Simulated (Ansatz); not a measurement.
Runs of Ansatz 0.2.0 on MnO. The structure is cubic, space group Fm-3m (No. 225). The conventional cell has a = 4.448 Å, b = 4.448 Å, c = 4.448 Å, α = 90.00°, β = 90.00°, γ = 90.00°. Mn (site symmetry m-3m) has 6 O at 2.22 Å as nearest neighbours. O (site symmetry m-3m) is surrounded by 6 Mn at 2.22 Å. The cell is a database's computed one.

```csv
task,level,k mesh,points for each segment of the path,mesh quality,gap on the mesh (eV),pressure (GPa),moment (μB),V0 of scaled cells (Å³/atom),B0 (GPa)
equation of state,PBE0,6 × 6 × 6,-,coarse,-,-,-,(a),163
single point,PBE0,8 × 8 × 8,-,not flagged,1.95,0.9,5.00,-,-
equation of state,HSE06,6 × 6 × 6,-,coarse,-,-,-,11.05,163
band structure,HSE06,8 × 8 × 8,4,not flagged,(b),0.8,5.00,-,-
```

Alike in all rows: potentials or basis Ansatz PAW; spin collinear, ferromagnetic start; cell as given; cutoff (eV) 420; smearing fermi-dirac 0.05 eV.

Estimate the missing entries.

(a) 11.06; (b) 1.24.

Caveats: some runs use coarse meshes; the magnetic or orbital state may not be the lowest; the PAW data sets were made with another functional, which shifts forces and pressure a little (some runs); a cell with one magnetic atom can't hold antiferromagnetic order, which such compounds often take (some runs); the PAW data sets come from PBE, with cores solved anew for the run's functional, which leaves a small shift of forces and pressure (some runs); the thresholds are loose for stress (some runs).

A k mesh can miss the band edges.
